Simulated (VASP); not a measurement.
Input of a VASP 6.6.1 run:

The input INCAR:

```
SYSTEM = CdO
  PREC = Accurate
  ENCUT = 520
  EDIFF = 1E-7
  ISMEAR = 0
  SIGMA = 0.02
  LREAL = .False.
  LASPH = .True.
  NELM = 80
  ALGO = Normal
  ISIF = 3
  LWAVE = .False.
  LCHARG = .False.
  GGA = PS
  IBRION = 2
  NSW = 80
  EDIFFG = -0.002
  KPAR = 4
```

Contents of KPOINTS:

```
regular mesh
0
Gamma
  12 12 12
  0 0 0
```

POSCAR

```
CdO                                     
1.0
    0.0000000000      2.3535179771      2.3535179771
    2.3535179771     -0.0000000000      2.3535179771
    2.3535179771      2.3535179771     -0.0000000000
  Cd              O             
     1     1
Direct
     0.0000000000000000    0.0000000000000000    0.0000000000000000
     0.5000000000000000    0.5000000000000000    0.5000000000000000
```

Potentials or basis: VASP PAW PBE potentials, release 64 (Cd, O).

Command:

```sh
$ cat potpaw_PBE.64/Cd/POTCAR potpaw_PBE.64/O/POTCAR > POTCAR
$ mpirun -np 4 vasp_std > vasp.out
```

Question: Estimate the band gap on the k mesh.

Answer: None (metal or under the smearing width).

Final structure:
```
Cd O
1.0
     0.00000    2.35352    2.35352
     2.35352    0.00000    2.35352
     2.35352    2.35352    0.00000
Cd O
1 1
Direct
  0.00000 0.00000 0.00000
  0.50000 0.50000 0.50000
```

Caveat: the relaxation stopped at its first step, so nothing moved; this crystal is a semiconductor, whose small gap the functional closes, so the metal is an error of the method.
